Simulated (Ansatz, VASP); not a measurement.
One calculation of TiO2, two programs

INCAR

```
SYSTEM = TiO2
PREC = Accurate ; ENCUT = 520
EDIFF = 1E-7 ; ISMEAR = 0
SIGMA = 0.1 ; LREAL = .FALSE.
LASPH = .TRUE. ; NELM = 100
ALGO = Normal ; ISIF = 2
LWAVE = .FALSE. ; LCHARG = .FALSE.
GGA = PE ; NBANDS = 33
```

Contents of KPOINTS:

```
regular mesh
0
G
  6 6 6
  0 0 0
```

POSCAR

```
TiO2
1.0
   -1.8912700000      1.8912700000      4.8075110000
    1.8912700000     -1.8912700000      4.8075110000
    1.8912700000      1.8912700000     -4.8075110000
Ti O
2 4
Direct
    0.0000000000      0.0000000000      0.0000000000
    0.7500000000      0.2500000000      0.5000000000
    0.9571520000      0.4571520000      0.5000000000
    0.2071520000      0.2071520000      0.0000000000
    0.5428480000      0.0428480000      0.5000000000
    0.7928480000      0.7928480000      0.0000000000
```

Input for Ansatz:

```yaml
crystal:
  lattice:
    - [-1.89127, 1.89127, 4.807511]
    - [1.89127, -1.89127, 4.807511]
    - [1.89127, 1.89127, -4.807511]
  atoms:
    - { symbol: Ti, position: [0.0, 0.0, 0.0] }
    - { symbol: Ti, position: [0.75, 0.25, 0.5] }
    - { symbol: O, position: [0.957152, 0.457152, 0.5] }
    - { symbol: O, position: [0.207152, 0.207152, 0.0] }
    - { symbol: O, position: [0.542848, 0.042848, 0.5] }
    - { symbol: O, position: [0.792848, 0.792848, 0.0] }
basis:
  ecutwfc: 420
kpoints:
  mp_grid: { grid: [6, 6, 6] }
hamiltonian:
  xc: pbe
scf:
  occupations: { method: gaussian, width: 0.1 }
output:
  forces: true
  stress: true
  eigenvalues: true
```

The cell is a database's computed one.

Alike in both runs: task single point; functional PBE; k mesh 6 × 6 × 6; occupations gaussian, width 0.1 eV; no spin polarisation.

|  | VASP | Ansatz |
| --- | --- | --- |
| version | VASP 6.6.1 | Ansatz 0.2.0 |
| potentials or method | VASP PAW PBE potentials, release 64 (Ti_sv, O) | scalar-relativistic, plane waves, PAW |
| plane-wave cutoff (eV) | 520 | 420 |
| valence electrons in the cell | 48 | 48 |

```csv
,VASP,Ansatz,Ansatz less VASP
gap on the k mesh at the Fermi level (eV),2.17,2.19,+0.024
least direct gap on the mesh (eV),2.45,2.47,+0.021
pressure (GPa),4.1,3.4,-0.70
largest component of the traceless stress (GPa),0.11,0.07,-0.038
rms of the force components (eV/Å),0.032,0.022,-0.0092
```

Atom by atom the forces differ by 0.009 eV/Å (rms over components).

A k mesh can miss the band edges.
